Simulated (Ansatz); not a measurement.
# HgTe (Coloradoite) (F-43m) in Ansatz: notebook

One crystal, HgTe (Coloradoite), is run at these levels: m-r2SCAN; tasks: single point, equation of state.

Program: Ansatz 0.2.0. These are calculated values, not measurements. Logs are shortened: lines on timing, memory, paths and dates and some standing lists are left out, and cuts for length are marked.

## (1) The structure

It takes space group F-43m (No. 216, cubic). The conventional cell has a = 6.429 Å, b = 6.429 Å, c = 6.429 Å, α = 90.00°, β = 90.00°, γ = 90.00°. Hg (site symmetry -43m) is surrounded by 4 Te at 2.78 Å. Te (site symmetry -43m) is surrounded by 4 Hg at 2.78 Å.

## (2) Single point, m-r2SCAN, 31.22 Å³/atom (volume scaled by 0.94)

File input.yaml:

```yaml
crystal:
  lattice:
    - [0.0, 3.1488795465, 3.1488795465]
    - [3.1488795465, 0.0, 3.1488795465]
    - [3.1488795465, 3.1488795465, 0.0]
  atoms:
    - { symbol: Hg, position: [0.0, 0.0, 0.0] }
    - { symbol: Te, position: [0.75, 0.75, 0.75] }
hamiltonian:
  xc: mr2scan
  pseudopotentials: { kind: paw }
kpoints:
  mp_grid: { grid: [7, 7, 7] }
scf:
  occupations: { method: fermi_dirac, width: 0.05 }
output:
  forces: true
  stress: true
  eigenvalues: true
```

Potentials or basis: Ansatz PAW.

Command:

```console
> ansatz run input.yaml --threads 2 --pin off --max-ram 5120MiB --backend cpu --events-out ev --progress --plain --runs-dir out
```

What it wrote:

```text
Warning: RAYON_NUM_THREADS=2 ignored (pool sized by the plan → 2); use --threads N
Engine: ansatz 0.2.0, x86_64-unknown-linux-gnu
Pseudopotentials: kind: paw
Pseudopotential: Hg, paw, valence charge 20, recommended cutoff 500 eV (meta_gga), Hg.paw.azcp
Pseudopotential: Te, paw, valence charge 16, recommended cutoff 500 eV (meta_gga), Te.paw.azcp
Functional definition: m-r2SCAN
  exchange = m_r2scan_x
  correlation = m_r2scan_c
Crystal: 2 atoms, lattice volume = 62.445 Å³
Basis set: ecut = 500 eV, 1591 PW (Γ), exchange–correlation on 144×144×144 points (64 copies of the dense FFT grid, shifted against one another)
Bands: 22, of which v1, the nominal top of the filled ones, is band 18 counted from 1 (17 counted from 0)
Symmetry: 24 space group operations
Space group: F-43m (ITA 216), of the structure as read, at distance tolerance 4.0e-5 Å
k-points: 20 of 343 (time reversal used)
Non-local potential: Hg, projectors of the file, l = 0: 3, l = 1: 2, l = 2: 2, l = 3: 1
Non-local potential: Te, projectors of the file, l = 0: 2, l = 1: 2, l = 2: 2, l = 3: 2
PAW form: soft (Blöchl's): semilocal exchange-correlation on the pseudo side does not see the compensation charge
PAW frozen core: Hg, regenerated for the run's functional (the file was generated under x = pbe(κ = 0.804, μ = 0.2195149727645171), c = pbe(β = 0.06672455060314922))
PAW frozen core: Te, regenerated for the run's functional (the file was generated under x = pbe(κ = 0.804, μ = 0.2195149727645171), c = pbe(β = 0.06672455060314922))
PAW one-centre angular grid: Hg, 590 points (default); XC on 160 Gauss nodes
PAW one-centre angular grid: Te, 590 points (default); XC on 160 Gauss nodes
Initial density: superposition of atomic densities (neutral atoms: chi_scale 0, normalization atom), corrected by the library's trained network
Initial wavefunctions: pseudopotential atomic-orbital guess
Functional: x = mr2scan, c = mr2scan; τ floored in thin density (d = 2e-4 eV/Å³)
SCF iter   1: F=—  HF=-20822.869213 eV  |F-HF|=—  |Δ(HF+E_count)|=         —  Δρ=6.06e-3  dr2=1.87e-2  dr2_τ=1.64e-2  ethr=1.77e-3  ⟨swp⟩=6.0  Hψ=2094  notcnv=0
preconditioner: auto → none  [insulator: Δε(μ)=0.959 eV  Ē_g=11.651 eV  σ=0.050 eV  W_gap=0.68  n_scr=14 (ndim 8)  ℏωp=19.9 eV  f_vac=0.160  D(μ)=0.08/eV (n_scr^D=0)  ε∞_Penn≈3.9]
SCF iter   2: F=—  HF=-20822.871963 eV  |F-HF|=—  |Δ(HF+E_count)|=   2.75e-3  Δρ=2.93e-3  dr2=2.83e-3  dr2_τ=1.26e-3  ethr=5.20e-5  ⟨swp⟩=2.6  Hψ=967  notcnv=0
SCF iter   3: F=—  HF=-20822.871611 eV  |F-HF|=—  |Δ(HF+E_count)|=   3.52e-4  Δρ=1.56e-3  dr2=3.73e-4  dr2_τ=7.61e-5  ethr=7.86e-6  ⟨swp⟩=2.0  Hψ=601  notcnv=0
SCF iter   4: F=—  HF=-20822.871804 eV  |F-HF|=—  |Δ(HF+E_count)|=   1.92e-4  Δρ=1.21e-4  dr2=6.64e-6  dr2_τ=1.34e-6  ethr=1.03e-6  ⟨swp⟩=2.0  Hψ=630  notcnv=0
SCF iter   5: F=—  HF=-20822.871802 eV  |F-HF|=—  |Δ(HF+E_count)|=   2.00e-6  Δρ=2.74e-5  dr2=1.94e-7  dr2_τ=2.73e-8  ethr=1.85e-8  ⟨swp⟩=2.0  Hψ=721  notcnv=0
SCF iter   6: F=-20822.871802 eV  HF=-20822.871802 eV  |F-HF|=1.01e-8  |Δ(HF+E_count)|=   2.53e-7  Δρ=7.70e-6  dr2=1.33e-8  dr2_τ=2.75e-9  ethr=2.78e-10  ⟨swp⟩=7.0  Hψ=1968  notcnv=0
SCF 1 converged in 6 iterations: F = -20822.871802 eV  dr2 = 1.33e-8
SCF converged after 6 iterations
Free energy (F): -20822.871802 eV
Harris-Foulkes:  -20822.871802 eV  (|F-HF|=1.01e-8)
Internal energy: -20822.871164 eV  (E = F + TS)
E sigma→0 (E₀):  -20822.871483 eV
Entropy (-TS):   -0.000638 eV (-0.319 meV/atom)
Fermi energy:    9.883843 eV
--- Per-component energies (eV) ---
  E_band       = -771.842650
  E_kinetic    = 786.088007
  E_local      = -4636.444932  (includes V_loc(G=0)·N_el)
  E_nonlocal   = -236.452349
  E_hartree    = 2271.103257
  E_xc         = -324.277916
  E_vxc        = -403.043723  (∫ρ·V_xc dr)
  E_paw        = -14657.795311  (= ΣΔE_a)
  E_vpaw       = -851.246720  (= ΣTr[D̂ρ^β])
  E_aug_tail   = 0.000334  (compensation charges beyond the density's cutoff)
  E_vtau       = 27.052227  (kinetic-family band-sum trace: ∫τ·v_τ [+ j·A + Jᵃ·Aᵃ] dr)
  E_ewald      = -4025.228181
  E_core_change = 0.135928  (= ΣΔE_core)
  E_smearing   = -0.000638  (= −TS)
  E_closure    = -0.000000  (closes the sum)
  Σ components = -20822.871802   (vs F -20822.871802, Δ=0.00e0)
--- Forces (eV/Å), atoms counted from 1 ---
  atom   1  Hg    -0.00000000     0.00000000    -0.00000000
  atom   2  Te     0.00000000    -0.00000000     0.00000000
  max |Σ_I F_I| component: 6.48e-17 eV/Å
--- Stress (GPa, compression-positive) ---
        7.163154      -0.000000      -0.000000
       -0.000000       7.163154       0.000000
       -0.000000       0.000000       7.163154
  P = ⅓ Tr σ = 7.1632 GPa (71.632 kbar)
--- Band table (eV; the first three rows and the last of 20) ---
  k-point 0: bands = ["-107.7846", "-55.6294", "-55.6294", "-55.6294", "-27.9988", "-27.9988", "-27.9988", "-27.9837", "-27.9837", "-3.1864", "1.6757", "1.6757", "1.6757", "2.3507", "2.3507", "9.6560", "9.8458", "9.8458", "9.8458", "14.2587", "14.2587", "14.2587"]
  k-point 1: bands = ["-107.7846", "-55.6295", "-55.6295", "-55.6295", "-27.9989", "-27.9987", "-27.9987", "-27.9836", "-27.9836", "-3.0643", "1.7101", "1.7101", "1.7182", "2.3473", "2.3473", "7.8023", "9.5737", "9.5737", "10.9190", "14.2844", "14.5985", "14.5985"]
  k-point 2: bands = ["-107.7846", "-55.6296", "-55.6295", "-55.6295", "-27.9993", "-27.9986", "-27.9986", "-27.9835", "-27.9835", "-2.7720", "1.7802", "1.7802", "1.9344", "2.3520", "2.3520", "5.7321", "9.0583", "9.0583", "10.9912", "15.0652", "15.0652", "15.5969"]
  k-point 19: bands = ["-107.7846", "-55.6297", "-55.6296", "-55.6295", "-27.9995", "-27.9989", "-27.9981", "-27.9836", "-27.9831", "-2.2516", "1.9306", "2.0093", "2.2614", "2.3285", "3.0536", "3.7626", "6.4441", "7.2787", "13.0365", "14.5350", "15.9464", "16.7831"]
```

Wall time 2.9 s (2 threads of Intel Xeon Platinum 8375C at 2.90GHz (Ice Lake), shared host); peak memory 0.58 GiB.

Results:

```yaml
Free_energy: -20822.8718 eV
Pressure: 7.2 GPa
Band_gap_on_the_k_mesh: none (metal or under the smearing width)
```

Caveat: the PAW data sets come from PBE, with cores solved anew for the run's functional, which leaves a small shift of forces and pressure.

## (3) Single point, m-r2SCAN, 31.89 Å³/atom (volume scaled by 0.96)

Changes to input.yaml since step 2:

```diff
@@ -2,5 +2,5 @@
   lattice:
-    - [0.0, 3.1488795465, 3.1488795465]
-    - [3.1488795465, 0.0, 3.1488795465]
-    - [3.1488795465, 3.1488795465, 0.0]
+    - [0.0, 3.1710554852, 3.1710554852]
+    - [3.1710554852, 0.0, 3.1710554852]
+    - [3.1710554852, 3.1710554852, 0.0]
   atoms:
```

Potentials or basis: Ansatz PAW.

Command:

```console
> ansatz run input.yaml --threads 2 --pin off --max-ram 5120MiB --backend cpu --events-out ev --progress --plain --runs-dir out
```

It took 3 s on 2 threads of Intel Xeon Platinum 8375C at 2.90GHz (Ice Lake), shared host; peak memory 0.58 GiB.

It converged, with:

| Item | Value |
| --- | --- |
| Free energy | -20822.9249 eV |
| Pressure | 5.7 GPa |
| Band gap on the k mesh | none (metal or under the smearing width) |

Caveat: the PAW data sets come from PBE, with cores solved anew for the run's functional, which leaves a small shift of forces and pressure.

## (4) Single point, m-r2SCAN, 32.55 Å³/atom (volume scaled by 0.98)

Changes to input.yaml since step 3:

```diff
@@ -2,5 +2,5 @@
   lattice:
-    - [0.0, 3.1710554852, 3.1710554852]
-    - [3.1710554852, 0.0, 3.1710554852]
-    - [3.1710554852, 3.1710554852, 0.0]
+    - [0.0, 3.1929255244, 3.1929255244]
+    - [3.1929255244, 0.0, 3.1929255244]
+    - [3.1929255244, 3.1929255244, 0.0]
   atoms:
```

Command:

```console
> ansatz run input.yaml --threads 2 --pin off --max-ram 5120MiB --backend cpu --events-out ev --progress --plain --runs-dir out
```

Wall time 2.8 s (2 threads of Intel Xeon Platinum 8375C at 2.90GHz (Ice Lake), shared host); peak memory 0.59 GiB.

Results (log left out):

```yaml
Free_energy: -20822.9665 eV
Pressure: 4.4 GPa
Band_gap_on_the_k_mesh: none (metal or under the smearing width)
```

Caveat: the PAW data sets come from PBE, with cores solved anew for the run's functional, which leaves a small shift of forces and pressure.

## (5) Single point, m-r2SCAN, 33.22 Å³/atom

Changes to input.yaml since step 4:

```diff
@@ -2,5 +2,5 @@
   lattice:
-    - [0.0, 3.1929255244, 3.1929255244]
-    - [3.1929255244, 0.0, 3.1929255244]
-    - [3.1929255244, 3.1929255244, 0.0]
+    - [0.0, 3.2145, 3.2145]
+    - [3.2145, 0.0, 3.2145]
+    - [3.2145, 3.2145, 0.0]
   atoms:
```

Command:

```console
> ansatz run input.yaml --threads 2 --pin off --max-ram 5120MiB --backend cpu --events-out ev --progress --plain --runs-dir out
```

It took 2.8 s on 2 threads of Intel Xeon Platinum 8375C at 2.90GHz (Ice Lake), shared host; peak memory 0.59 GiB.

Results (log left out):

| Item | Value |
| --- | --- |
| Free energy | -20822.9977 eV |
| Pressure | 3.2 GPa |
| Band gap on the k mesh | none (metal or under the smearing width) |

Caveat: the PAW data sets come from PBE, with cores solved anew for the run's functional, which leaves a small shift of forces and pressure.

## (6) Single point, m-r2SCAN, 33.88 Å³/atom (volume scaled by 1.02)

Changes to input.yaml since step 5:

```diff
@@ -2,5 +2,5 @@
   lattice:
-    - [0.0, 3.2145, 3.2145]
-    - [3.2145, 0.0, 3.2145]
-    - [3.2145, 3.2145, 0.0]
+    - [0.0, 3.2357886999, 3.2357886999]
+    - [3.2357886999, 0.0, 3.2357886999]
+    - [3.2357886999, 3.2357886999, 0.0]
   atoms:
```

Potentials or basis: Ansatz PAW.

Command:

```console
> ansatz run input.yaml --threads 2 --pin off --max-ram 5120MiB --backend cpu --events-out ev --progress --plain --runs-dir out
```

Run time: 2.8 s. Hardware: 2 threads of Intel Xeon Platinum 8375C at 2.90GHz (Ice Lake), shared host; peak memory 0.59 GiB.

The run converged. Its results:

| Quantity | Value |
| --- | --- |
| Free energy | -20823.0197 eV |
| Pressure | 2.1 GPa |
| Band gap on the k mesh | none (metal or under the smearing width) |

Caveat: the PAW data sets come from PBE, with cores solved anew for the run's functional, which leaves a small shift of forces and pressure.

## (7) Single point, m-r2SCAN, 34.54 Å³/atom (volume scaled by 1.04)

Changes to input.yaml since step 6:

```diff
@@ -2,5 +2,5 @@
   lattice:
-    - [0.0, 3.2357886999, 3.2357886999]
-    - [3.2357886999, 0.0, 3.2357886999]
-    - [3.2357886999, 3.2357886999, 0.0]
+    - [0.0, 3.2568009036, 3.2568009036]
+    - [3.2568009036, 0.0, 3.2568009036]
+    - [3.2568009036, 3.2568009036, 0.0]
   atoms:
```

Command:

```console
> ansatz run input.yaml --threads 2 --pin off --max-ram 5120MiB --backend cpu --events-out ev --progress --plain --runs-dir out
```

Run time: 2.9 s. Hardware: 2 threads of Intel Xeon Platinum 8375C at 2.90GHz (Ice Lake), shared host; peak memory 0.59 GiB.

The run converged. Its results:

```yaml
Free_energy: -20823.0334 eV
Pressure: 1.2 GPa
Band_gap_on_the_k_mesh: none (metal or under the smearing width)
```

Caveat: the PAW data sets come from PBE, with cores solved anew for the run's functional, which leaves a small shift of forces and pressure.

## (8) Single point, m-r2SCAN, 35.21 Å³/atom (volume scaled by 1.06)

Changes to input.yaml since step 7:

```diff
@@ -2,5 +2,5 @@
   lattice:
-    - [0.0, 3.2568009036, 3.2568009036]
-    - [3.2568009036, 0.0, 3.2568009036]
-    - [3.2568009036, 3.2568009036, 0.0]
+    - [0.0, 3.2775454177, 3.2775454177]
+    - [3.2775454177, 0.0, 3.2775454177]
+    - [3.2775454177, 3.2775454177, 0.0]
   atoms:
@@ -19 +19,5 @@
   eigenvalues: true
+  write_density: true
+  write_potential: true
+  elf: true
+  volumetric_format: npy
```

Command:

```console
> ansatz run input.yaml --threads 2 --pin off --max-ram 5120MiB --backend cpu --events-out ev --progress --plain --runs-dir out
```

Wall time 3.6 s (2 threads of Intel Xeon Platinum 8375C at 2.90GHz (Ice Lake), shared host); peak memory 0.6 GiB.

The run converged. Its results:

| Quantity | Value |
| --- | --- |
| Free energy | -20823.0398 eV |
| Pressure | 0.4 GPa |
| Band gap on the k mesh | none (metal or under the smearing width) |

Caveat: the PAW data sets come from PBE, with cores solved anew for the run's functional, which leaves a small shift of forces and pressure.

## (9) Equation of state, m-r2SCAN

Potentials or basis: Ansatz PAW.

This step only gathers the single runs of the series.

Results:

```
Equilibrium volume : 35.52 Å³/atom (rough: see the caveat)
Bulk modulus       : 40 GPa (rough)
```

Energy against volume, from the lowest point:
```csv
volume (Å³/atom),energy (meV/atom)
31.223,83.99
31.887,57.43
32.551,36.65
33.215,21.05
33.880,10.06
34.544,3.20
35.208,0.00
```

Caveat: the minimum lies outside the volumes run; the PAW data sets were made with another functional, which shifts forces and pressure a little.
